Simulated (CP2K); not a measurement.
The system is Rh.

```
Rh
1.0
     2.73098    0.00000    0.00000
    -1.36549    2.36510    0.00000
     0.00000    0.00000    4.42849
Rh
2
Cartesian
  0.0000 1.5767 1.1071
  1.3655 0.7884 3.3214
```

This isn't the form of Rh at room conditions, which is fcc.

| Quantity | Value |
| --- | --- |
| Program | CP2K 2026.2 |
| Task | single point |
| Functional | PBE |
| Potentials or basis | POTENTIAL_UZH Rh GTH-PBE-q17; TZVP-MOLOPT-PBE-GTH basis |
| Density cutoff | 6123 eV |
| k mesh | 11 × 11 × 6 |
| Occupations | fermi-dirac, width 0.05 eV |
| Spin | no spin polarisation |

On this cell: pressure -1.6 GPa; largest force under 0.003 eV/Å; band gap on the k mesh none (metal or under the smearing width).

The same run follows on a disturbed copy (atoms moved at random, drawn with an rms of 0.05 Å):

```xyz
2
Lattice="2.7310 0.0000 0.0000 -1.3655 2.3651 0.0000 0.0000 0.0000 4.4285" Properties=species:S:1:pos:R:3 pbc="T T T"
Rh    0.0101    1.5287    1.0722
Rh    1.3385    0.8279    3.3681
```

**Question.** What does the disturbed cell give?

**Answer.** The energy (extrapolated to zero smearing) moves by +26.6 meV/atom; pressure -0.4 GPa; largest force 0.927 eV/Å; band gap on the k mesh none (metal or under the smearing width).

Forces in eV/Å, atoms in the order of the input:
```
Rh  -0.166  0.348  0.843
Rh   0.167 -0.348 -0.843
```

Stress tensor (GPa, compression positive):
```
 0.50 -0.46 -0.49
-0.46 -1.38  0.92
-0.49  0.92 -0.28
```

Caveats: the basis of atomic orbitals isn't converged, which shifts pressures, moduli and gaps.
